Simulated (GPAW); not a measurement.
Fe: equation of state with r2SCAN+D4

The system is Fe.

```xyz
1
Lattice="-1.4430 1.4430 1.4430 1.4430 -1.4430 1.4430 1.4430 1.4430 -1.4430" Properties=species:S:1:pos:R:3 pbc="T T T"
Fe    0.0000    0.0000    0.0000
```

* Program: GPAW 26.7.0
* Task: equation of state
* Functional: r2SCAN
* Dispersion: D4
* Potentials or basis: GPAW PAW data sets (gpaw-data 1.2.1)
* Cutoff: 600 eV
* Basis: pw
* k mesh: 10 × 10 × 10
* Occupations: fermi-dirac, width 0.05 eV
* Spin: collinear spin, ferromagnetic start
* Starting moments: [3.0] μB
* Maxiter: 150
* Eos scales: [0.94, 0.96, 0.98, 1.0, 1.02, 1.04, 1.06]

| Property | Result |
| --- | --- |
| Equilibrium volume | 11.88 Å³/atom (rough: see the caveat) |
| Bulk modulus | 162 GPa (rough) |

Energy against volume, from the lowest point:
| volume (Å³/atom) | energy (meV/atom) |
| --- | --- |
| 11.298 | 16.41 |
| 11.538 | 4.78 |
| 11.778 | 0.00 |
| 12.019 | 0.79 |
| 12.259 | 5.24 |
| 12.499 | 13.36 |
| 12.740 | 25.65 |

Wall time 2.3 min on 1 thread of Intel(R) Xeon(R) 6985P-C CPU @ 2.30GHz (Granite Rapids) (shared host), peak memory 0.56 GiB.

Caveat: the fit is doubtful: noisy points or a state that changes with volume; the points scatter about the fit; the PAW data sets were made with another functional, which shifts forces and pressure a little.
